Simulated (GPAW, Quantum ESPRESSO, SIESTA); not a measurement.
## One calculation of BP, 3 ways

```
P B
1.0
     0.00000    2.26900    2.26900
     2.26900    0.00000    2.26900
     2.26900    2.26900    0.00000
P B
1 1
Direct
  0.75000 0.75000 0.75000
  0.00000 0.00000 0.00000
```

Alike in all runs: task equation of state; functional PBE; dispersion D3(BJ); k mesh 10 × 10 × 10; occupations fermi-dirac, width 0.05 eV; no spin polarisation; no spin-orbit coupling.

```csv
program and potentials,plane-wave cutoff (eV),notes,equilibrium volume (Å³/atom),bulk modulus (GPa)
"Quantum ESPRESSO, PseudoDojo 0.4.1 SR PBE standard",1034,-,11.48,169.1
"SIESTA, files PseudoDojo sr-pbe-0.4.1-standard, DZP (energy shift 0.002 Ry)",-,atomic basis,11.68,165.0
"GPAW, GPAW PAW data sets (gpaw-data 1.2.1)",800,-,11.48,170.4
```

The equilibrium volume spans 11.48 (GPAW, GPAW PAW data sets (gpaw-data 1.2.1)) to 11.68 Å³/atom (SIESTA, files PseudoDojo sr-pbe-0.4.1-standard, DZP (energy shift 0.002 Ry)). The bulk modulus spans 165.0 (SIESTA, files PseudoDojo sr-pbe-0.4.1-standard, DZP (energy shift 0.002 Ry)) to 170.4 GPa (GPAW, GPAW PAW data sets (gpaw-data 1.2.1)). Rows in atomic bases carry the error of their basis and grid, which can be large.

The functional is the same throughout but for its coding, so the spread measures potentials, basis and numerics; runs on potential files found faulty are left out.
